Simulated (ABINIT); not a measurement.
Input of an ABINIT 10.8.3 (patched build) run:

Contents of run.abi:

```
ndtset 7
getwfk -1
scalecart1 3*0.9795861087
scalecart2 3*0.9864848297
scalecart3 3*0.9932883884
scalecart4 3*1.0000000000
scalecart5 3*1.0066227096
scalecart6 3*1.0131594038
scalecart7 3*1.0196128224

pp_dirpath "./"
pseudos "Cd.GGA_PBE-JTH.xml, S.GGA_PBE-JTH.xml"

acell 7.7942771716 7.7942771716 7.7942771716
rprim
     0.0000000000     0.7071067812     0.7071067812
     0.7071067812     0.0000000000     0.7071067812
     0.7071067812     0.7071067812     0.0000000000
ntypat 2
znucl 48 16
natom 2
typat 1 2
xred
     0.0000000000     0.0000000000     0.0000000000
     0.7500000000     0.7500000000     0.7500000000

ecut 26.0
pawecutdg 48.0
pawxcdev 0

kptopt 1
ngkpt 8 8 8
nshiftk 1
shiftk 0.0 0.0 0.0

ixc 14

nband 13
occopt 3
tsmear 0.00183747

nstep 100
tolvrs 1.0e-9

iomode 3
prtwf 1
prtden 0
prteig 0
prtebands 0
enunit 1
```

Potentials or basis: JTH PAW PBE v2.0.

Command:

```bash
$ abinit run.abi > log 2>&1
```

Problem. What does it give for the equilibrium volume?

Solution. 26.81 Å³/atom (rough: see the caveat).

Problem. Estimate the bulk modulus.

Solution. 49 GPa (rough).

Energy against volume, from the lowest point:
```
volume (Å³/atom)  energy (meV/atom)
          23.319              87.95
          23.815              61.78
          24.312              40.89
          24.808              24.71
          25.304              12.78
          25.800               4.63
          26.296               0.00
```

Caveat: pressures at fixed basis lie under the slope of the energies; the minimum lies outside the volumes run; the PAW data sets were made with another functional, which shifts forces and pressure a little.
